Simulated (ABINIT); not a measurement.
Ge:

```
Ge
1.0
     4.00312    0.00000    0.00000
    -2.00156    3.46680    0.00000
     0.00000    0.00000   13.15671
Ge
8
Direct
  0.33333 0.66667 0.15594
  0.66667 0.33333 0.84406
  0.66667 0.33333 0.65594
  0.33333 0.66667 0.34406
  0.00000 0.00000 0.09315
  0.00000 0.00000 0.90685
  0.00000 0.00000 0.59315
  0.00000 0.00000 0.40685
```

This isn't the form of Ge at room conditions, which is diamond.

- Program: ABINIT 10.8.3 (patched build)
- Task: relaxation of cell and atoms
- Functional: PBE
- Dispersion: D3
- Potentials or basis: JTH PAW PBE v2.0
- Cutoff: 599 eV
- k mesh: 4 × 4 × 1
- Occupations: fermi-dirac, width 0.05 eV
- Spin: no spin polarisation

At the start: pressure 3.0 GPa; volume 22.82 Å³/atom.

Q: Where does the relaxation end?

A: Over 11 steps the energy falls by 15.3 meV/atom and the volume is 23.97 Å³/atom (+5.0 %); space group P6_3/mmc (No. 194, to 0.05 Å).

The path:
```
step  energy change (eV)  largest force (eV/Å)  pressure (GPa)  volume (Å³)
   1              0.0000                0.0659            2.98       182.59
   2             -0.0341                0.0212            2.55       184.26
   3              0.0716                0.7166           -2.44       201.77
   4             -0.0891                0.2033            0.88       189.04
   5             -0.1000                0.1236            0.60       189.83
   6             -0.1135                0.0441           -0.22       192.50
   7             -0.1170                0.0371           -0.29       192.73
   8             -0.1198                0.0626           -0.26       192.57
   9             -0.1219                0.0433           -0.03       191.82
  10             -0.1222                0.0211           -0.02       191.81
  11             -0.1223                0.0003            0.00       191.74
```

Final structure:
```
CELL_PARAMETERS angstrom
4.11085 0.00000 0.00000
-2.05542 3.56010 0.00000
0.00000 0.00000 13.10172
ATOMIC_POSITIONS crystal
Ge 0.33333 0.66667 0.15424
Ge 0.66667 0.33333 0.84576
Ge 0.66667 0.33333 0.65424
Ge 0.33333 0.66667 0.34576
Ge 0.00000 0.00000 0.09448
Ge 0.00000 0.00000 0.90552
Ge 0.00000 0.00000 0.59448
Ge 0.00000 0.00000 0.40552
```

Caveat: the k mesh is coarse (spacing up to 0.48 Å⁻¹), so the values aren't converged; pairwise dispersion overbinds metals, which lowers pressure and volume.
